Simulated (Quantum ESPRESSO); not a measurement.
# NbAs (I4_1md) in Quantum ESPRESSO: phonons with LDA

Aim: the phonons of NbAs with LDA.

Program: Quantum ESPRESSO 7.5. These are calculated values, not measurements. Logs are shortened: lines on timing, memory, paths and dates and some standing lists are left out, and cuts for length are marked.

## Step 1: The crystal as given

Symmetry: I4_1md, No. 109, tetragonal system. Conventional cell: a = 3.452 Å, b = 3.452 Å, c = 11.680 Å, α = 90.00°, β = 90.00°, γ = 90.00°. Around Nb (site symmetry 2mm) lie 6 As at 2.60 to 2.63 Å. Around As (site symmetry 2mm) lie 6 Nb at 2.60 to 2.63 Å.

## Step 2: Phonons, LDA

pw.in

```
&CONTROL
  calculation = 'scf'
  prefix = 'pwscf'
  outdir = './tmp'
  pseudo_dir = './pseudo'
  tprnfor = .true.
  tstress = .true.
  disk_io = 'low'
/
&SYSTEM
  ibrav = 0
  celldm(1) = 8
  nat = 4
  ntyp = 2
  ecutwfc = 45
  ecutrho = 360
  nbnd = 26
  occupations = 'smearing'
  smearing = 'mp'
  degauss = 0.00999582
/
&ELECTRONS
  conv_thr = 8d-10
  electron_maxstep = 120
  mixing_beta = 0.5
/
ATOMIC_SPECIES
Nb    92.9064 nb_lda_v1.uspp.F.UPF
As    74.9216 as_lda_v1.uspp.F.UPF
CELL_PARAMETERS alat
 -0.4076729790232   0.4076729790232   1.3795000709768
  0.4076729790232  -0.4076729790232   1.3795000709768
  0.4076729790232   0.4076729790232  -1.3795000709768
ATOMIC_POSITIONS crystal
Nb     0.5000000000    0.0000000000    0.5000000000
Nb     0.7500000000    0.7500000000    0.0000000000
As     0.9160000000    0.4160000000    0.5000000000
As     0.1660000000    0.1660000000    0.0000000000
K_POINTS automatic
8 8 8 0 0 0
```

relax.in

```
&CONTROL
  calculation = 'vc-relax'
  prefix = 'pwscf'
  outdir = './tmp'
  pseudo_dir = './pseudo'
  tprnfor = .true.
  tstress = .true.
  disk_io = 'low'
  nstep = 40
  forc_conv_thr = 0.0001
  etot_conv_thr = 1d-06
/
&SYSTEM
  ibrav = 0
  celldm(1) = 8
  nat = 4
  ntyp = 2
  ecutwfc = 45
  ecutrho = 360
  nbnd = 26
  occupations = 'smearing'
  smearing = 'mp'
  degauss = 0.00999582
/
&ELECTRONS
  conv_thr = 8d-10
  electron_maxstep = 120
  mixing_beta = 0.5
/
&IONS
  ion_dynamics = 'bfgs'
/
&CELL
  cell_dynamics = 'bfgs'
  press = 0
  press_conv_thr = 0.2
/
ATOMIC_SPECIES
Nb    92.9064 nb_lda_v1.uspp.F.UPF
As    74.9216 as_lda_v1.uspp.F.UPF
CELL_PARAMETERS alat
 -0.4076729790232   0.4076729790232   1.3795000709768
  0.4076729790232  -0.4076729790232   1.3795000709768
  0.4076729790232   0.4076729790232  -1.3795000709768
ATOMIC_POSITIONS crystal
Nb     0.5000000000    0.0000000000    0.5000000000
Nb     0.7500000000    0.7500000000    0.0000000000
As     0.9160000000    0.4160000000    0.5000000000
As     0.1660000000    0.1660000000    0.0000000000
K_POINTS automatic
8 8 8 0 0 0
```

scf2.in

```
&CONTROL
  calculation = 'scf'
  prefix = 'pwscf'
  outdir = './tmp'
  pseudo_dir = './pseudo'
  tprnfor = .true.
  tstress = .true.
  disk_io = 'low'
/
&SYSTEM
  ibrav = 0
  celldm(1) = 8
  nat = 4
  ntyp = 2
  ecutwfc = 45
  ecutrho = 360
  nbnd = 26
  occupations = 'smearing'
  smearing = 'mp'
  degauss = 0.00999582
/
&ELECTRONS
  conv_thr = 1d-13
  electron_maxstep = 120
  mixing_beta = 0.5
  startingpot = 'file'
  startingwfc = 'file'
/
ATOMIC_SPECIES
Nb    92.9064 nb_lda_v1.uspp.F.UPF
As    74.9216 as_lda_v1.uspp.F.UPF
CELL_PARAMETERS alat
 -0.4041878338072   0.4041878338072   1.3631205309401
  0.4041878338072  -0.4041878338072   1.3631205309401
  0.4041878338072   0.4041878338072  -1.3631205309401
ATOMIC_POSITIONS crystal
Nb     0.4987360444   -0.0012639556    0.5000000000
Nb     0.7487360444    0.7487360444    0.0000000000
As     0.9172639556    0.4172639556    0.5000000000
As     0.1672639556    0.1672639556    0.0000000000
K_POINTS automatic
8 8 8 0 0 0
```

ph.in

```
phonons of NbAs
&INPUTPH
  prefix = 'pwscf'
  outdir = './tmp'
  tr2_ph = 1d-18
  fildyn = 'dyn'
  niter_ph = 90
  alpha_mix(1) = 0.4
/
0.0000000000 0.0000000000 0.0000000000
```

dynmat.in

```
&INPUT
  fildyn = 'dyn'
  asr = 'crystal'
  filout = 'dynmat.disp'
  fileig = 'dynmat.eig'
/
```

Potentials or basis: GBRV 1.5 LDA.

The run is started by

```
$ OMP_NUM_THREADS=1 mpirun -n 4 pw.x -nk 4 -in pw.in > pw.out
$ OMP_NUM_THREADS=1 mpirun -n 4 pw.x -nk 4 -in relax.in > relax.out
$ OMP_NUM_THREADS=1 mpirun -n 4 pw.x -nk 4 -in scf2.in > scf2.out
$ OMP_NUM_THREADS=1 mpirun -n 4 ph.x -nk 4 -in ph.in > ph.out
$ OMP_NUM_THREADS=1 mpirun -n 1 dynmat.x -in dynmat.in > dynmat.out
```

pw.out:

```text
This program is part of the open-source Quantum ESPRESSO suite
     for quantum simulation of materials; please cite
[... 6 lines left out ...]
     using ibrav=0 with symmetry is DISCOURAGED, use correct ibrav instead

     K-points division:     npool     =       4
     Subspace diagonalization in iterative solution of the eigenvalue problem:
     a serial algorithm will be used

     G-vector sticks info
     --------------------
     sticks:   dense  smooth     PW     G-vecs:    dense   smooth      PW
     Sum        2909    1461    527                54091    19107    4233

     Using Slab Decomposition

     bravais-lattice index     =            0
     lattice parameter (alat)  =       8.0000  a.u.
     unit-cell volume          =     469.5432 (a.u.)^3
     number of atoms/cell      =            4
     number of atomic types    =            2
     number of electrons       =        36.00
     number of Kohn-Sham states=           26
     kinetic-energy cutoff     =      45.0000  Ry
     charge density cutoff     =     360.0000  Ry
     scf convergence threshold =      8.0E-10
     mixing beta               =       0.5000
     number of iterations used =            8  plain     mixing
     Exchange-correlation= SLA  PZ   NOGX NOGC
                           (   1   1   0   0   0   0   0)

     celldm(1)=   8.000000  celldm(2)=   0.000000  celldm(3)=   0.000000
     celldm(4)=   0.000000  celldm(5)=   0.000000  celldm(6)=   0.000000

     crystal axes: (cart. coord. in units of alat)
               a(1) = (  -0.407673   0.407673   1.379500 )
               a(2) = (   0.407673  -0.407673   1.379500 )
               a(3) = (   0.407673   0.407673  -1.379500 )

     reciprocal axes: (cart. coord. in units 2 pi/alat)
               b(1) = ( -0.000000  1.226473  0.362450 )
               b(2) = (  1.226473 -0.000000  0.362450 )
               b(3) = (  1.226473  1.226473  0.000000 )

     PseudoPot. # 1 for Nb read from file:
     nb_lda_v1.uspp.F.UPF
     Pseudo is Ultrasoft + core correction, Zval = 13.0
     Generated by new atomic code, or converted to UPF format
     Using radial grid of  887 points,  6 beta functions with:
                l(1) =   0
                l(2) =   0
                l(3) =   1
                l(4) =   1
                l(5) =   2
                l(6) =   2
     Q(r) pseudized with  6 coefficients,  rinner =    1.000   1.000   1.000
                                                       1.000   1.000

     PseudoPot. # 2 for As read from file:
     as_lda_v1.uspp.F.UPF
     Pseudo is Ultrasoft + core correction, Zval =  5.0
     Generated by new atomic code, or converted to UPF format
     Using radial grid of  875 points,  6 beta functions with:
                l(1) =   0
                l(2) =   0
                l(3) =   1
                l(4) =   1
                l(5) =   2
                l(6) =   2
     Q(r) pseudized with  8 coefficients,  rinner =    1.300   1.300   1.300
                                                       1.300   1.300

     atomic species   valence    mass     pseudopotential
     Nb               13.00    92.90640     Nb( 1.00)
     As                5.00    74.92160     As( 1.00)

      8 Sym. Ops. (no inversion) found ( 4 have fractional translation)

   Cartesian axes

     site n.     atom                  positions (alat units)
         1        Nb     tau(   1) = (   0.0000000   0.4076730   0.0000000  )
         2        Nb     tau(   2) = (   0.0000000   0.0000000   2.0692501  )
         3        As     tau(   3) = (  -0.0000000   0.4076730   1.1477441  )
         4        As     tau(   4) = (  -0.0000000  -0.0000000   0.4579940  )

     number of k points=    59  Methfessel-Paxton smearing, width (Ry)=  0.0100
                       cart. coord. in units 2pi/alat
        k(    1) = (   0.0000000   0.0000000   0.0000000), wk =   0.0039062
        k(    2) = (   0.1533092   0.1533092   0.0000000), wk =   0.0156250
        k(    3) = (   0.3066183   0.3066183   0.0000000), wk =   0.0156250
        k(    4) = (   0.4599275   0.4599275   0.0000000), wk =   0.0156250
        k(    5) = (  -0.6132366  -0.6132366   0.0000000), wk =   0.0078125
        k(    6) = (   0.1533092  -0.0000000   0.0453063), wk =   0.0312500
[... 51 lines left out ...]
        k(   58) = (  -1.0731641  -0.1533092   0.0000000), wk =   0.0156250
        k(   59) = (  -1.2264732  -1.2264732  -0.3624501), wk =   0.0039062

     Dense  grid:    54091 G-vectors     FFT dimensions: (  80,  80,  80)

     Smooth grid:    19107 G-vectors     FFT dimensions: (  60,  60,  54)

     Initial potential from superposition of free atoms

     starting charge      35.9953, renormalised to      36.0000
     Starting wfcs are   34 randomized atomic wfcs

     Self-consistent Calculation

     iteration #  1     ecut=    45.00 Ry     beta= 0.50
     Davidson diagonalization with overlap
     ethr =  1.00E-02,  avg # of iterations =  2.1

     total energy              =    -315.86135573 Ry
     estimated scf accuracy    <       0.45222687 Ry

     iteration #  2     ecut=    45.00 Ry     beta= 0.50
     Davidson diagonalization with overlap
     ethr =  1.26E-03,  avg # of iterations =  2.0

     total energy              =    -315.98465103 Ry
     estimated scf accuracy    <       0.15668864 Ry

     iteration #  3     ecut=    45.00 Ry     beta= 0.50
     Davidson diagonalization with overlap
     ethr =  4.35E-04,  avg # of iterations =  1.8
[... 29 lines left out ...]
     total energy              =    -316.01553433 Ry
     estimated scf accuracy    <       0.00000002 Ry

     iteration #  8     ecut=    45.00 Ry     beta= 0.50
     Davidson diagonalization with overlap
     ethr =  6.57E-11,  avg # of iterations =  4.4

     total energy              =    -316.01553435 Ry
     estimated scf accuracy    <          2.2E-09 Ry

     iteration #  9     ecut=    45.00 Ry     beta= 0.50
     Davidson diagonalization with overlap
     ethr =  6.25E-12,  avg # of iterations =  3.4

     End of self-consistent calculation

          k = 0.0000 0.0000 0.0000 (  2363 PWs)   bands (ev):

   -40.8191 -40.7902 -17.0954 -16.9891 -16.9891 -16.8252 -16.8252 -16.7795
     0.9118   3.1768   7.9640  11.3431  11.9105  11.9105  12.1364  12.4964
    12.7835  12.7835  14.8825  15.4776  16.5638  17.1749  17.1749  17.8577
    18.1265  18.1265

          k = 0.1533 0.1533 0.0000 (  2378 PWs)   bands (ev):

   -40.8145 -40.7878 -17.0815 -17.0203 -17.0093 -16.8556 -16.8476 -16.7786
     1.2827   3.2749   8.2269  10.6505  11.4237  11.5790  11.7347  12.4264
    13.0375  13.1894  14.4502  14.8405  16.5939  16.6292  17.5824  17.7625
    17.8997  18.9275

          k = 0.3066 0.3066 0.0000 (  2400 PWs)   bands (ev):

   -40.8028 -40.7825 -17.0968 -17.0904 -17.0063 -16.9175 -16.8966 -16.7885
     2.1723   3.4124   8.9577   9.3854  10.1484  10.9980  11.0484  12.2962
    13.3922  13.5843  14.3130  15.1831  15.8495  16.9934  17.6571  18.1779
    18.2959  19.8283
[... 381 lines left out ...]
   -40.8011 -40.8011 -17.0295 -17.0295 -16.9291 -16.9291 -16.8395 -16.8395
     2.1187   2.1187  10.0975  10.0975  10.8609  10.8609  11.8268  11.8268
    13.1567  13.1567  15.6748  15.6748  15.8470  15.8470  17.3851  17.3851
    18.7383  18.7383

          k =-1.2265-1.2265-0.3625 (  2380 PWs)   bands (ev):

   -40.8047 -40.8047 -16.9949 -16.9949 -16.9398 -16.9398 -16.8192 -16.8192
     1.8414   1.8414  10.1751  10.1751  11.4768  11.4768  11.6479  11.6479
    13.6520  13.6520  15.1650  15.1650  16.0865  16.0865  17.3083  17.3083
    18.9616  18.9616

     the Fermi energy is    14.1723 ev

!    total energy              =    -316.01553435 Ry
     estimated scf accuracy    <          6.4E-11 Ry
     smearing contrib. (-TS)   =      -0.00004356 Ry
     internal energy E=F+TS    =    -316.01549079 Ry

     The total energy is F=E-TS. E is the sum of the following terms:
     one-electron contribution =     -48.79988120 Ry
     hartree contribution      =      41.86242525 Ry
     xc contribution           =     -99.19324028 Ry
     ewald contribution        =    -209.88479456 Ry

     convergence has been achieved in   9 iterations

     Forces acting on atoms (cartesian axes, Ry/au):

     atom    1 type  1   force =    -0.00000000   -0.00000000   -0.01081443
     atom    2 type  1   force =     0.00000000    0.00000000   -0.01081443
     atom    3 type  2   force =    -0.00000000   -0.00000000    0.01081443
     atom    4 type  2   force =    -0.00000000   -0.00000000    0.01081443

     Total force =     0.021629     Total SCF correction =     0.000003

     Computing stress (Cartesian axis) and pressure

          total   stress  (Ry/bohr**3)                   (kbar)     P=      -49.75
  -0.00037409   0.00000000  -0.00000000          -55.03        0.00       -0.00
   0.00000000  -0.00037409   0.00000000            0.00      -55.03        0.00
   0.00000000  -0.00000000  -0.00026648            0.00       -0.00      -39.20

=------------------------------------------------------------------------------=
   JOB DONE.
=------------------------------------------------------------------------------=
```

Run time: 29 min. Hardware: 4 MPI ranks of Intel Xeon 6975P-C (Granite Rapids), shared host; peak memory 1 GiB.

What came out:

```yaml
Free_energy: -4299.6472 eV
Relaxed_volume: 16.90 Å³/atom
Relaxed_cell: a = 6.257 Å, b = 6.257 Å, c = 6.257 Å, α = 148.26°, β = 148.26°, γ = 45.50°
Space_group_after_relaxing_to_0.05_Å: I4_1md (No. 109)
Pressure_after_relaxing: 0.0 GPa
Band_gap_on_the_k_mesh: none (metal or under the smearing width)
Highest_phonon_frequency_at_Γ: 273 cm⁻¹
```

Step by step:
| step | energy change (eV) | largest force (eV/Å) | pressure (GPa) | volume (Å³) |
| --- | --- | --- | --- | --- |
| 1 | 0.0000 | 0.2781 | -4.98 | 69.58 |
| 2 | -0.0360 | 0.1576 | -0.51 | 67.83 |
| 3 | -0.0380 | 0.0686 | 0.17 | 67.58 |
| 4 | -0.0386 | 0.0160 | 0.14 | 67.57 |
| 5 | -0.0389 | 0.0120 | 0.01 | 67.60 |
| 6 | -0.0390 | 0.0152 | -0.05 | 67.61 |
| 7 | -0.0391 | 0.0062 | -0.03 | 67.59 |
| 8 | -0.0391 | 0.0009 | -0.01 | 67.58 |

Final structure:
```cif
data_structure
_symmetry_space_group_name_H-M 'P 1'
_symmetry_Int_Tables_number 1
_cell_length_a 6.2575
_cell_length_b 6.2575
_cell_length_c 6.2575
_cell_angle_alpha 148.261
_cell_angle_beta 148.261
_cell_angle_gamma 45.500
_cell_volume 67.58
loop_
_atom_site_label
_atom_site_type_symbol
_atom_site_fract_x
_atom_site_fract_y
_atom_site_fract_z
_atom_site_occupancy
Nb1 Nb 0.49874 0.99874 0.50000 1
Nb2 Nb 0.74874 0.74874 0.00000 1
As1 As 0.91726 0.41726 0.50000 1
As2 As 0.16726 0.16726 0.00000 1
```

Phonon frequencies in cm⁻¹ (negative: imaginary):
```
              q point                                   frequencies
(0.000, 0.000, 0.000)  -7 -7 -7 150 150 229 253 256 256 268 268 273
```

Optical modes at Γ, degenerate ones joined:
| cm⁻¹ | components | symmetry | active in |
| --- | --- | --- | --- |
| 150 | 2 | E | IR and Raman |
| 229 | 1 | B1 | Raman |
| 253 | 1 | B1 | Raman |
| 256 | 2 | E | IR and Raman |
| 268 | 2 | E | IR and Raman |
| 273 | 1 | A1 | IR and Raman |

Caveat: the k mesh is coarse.
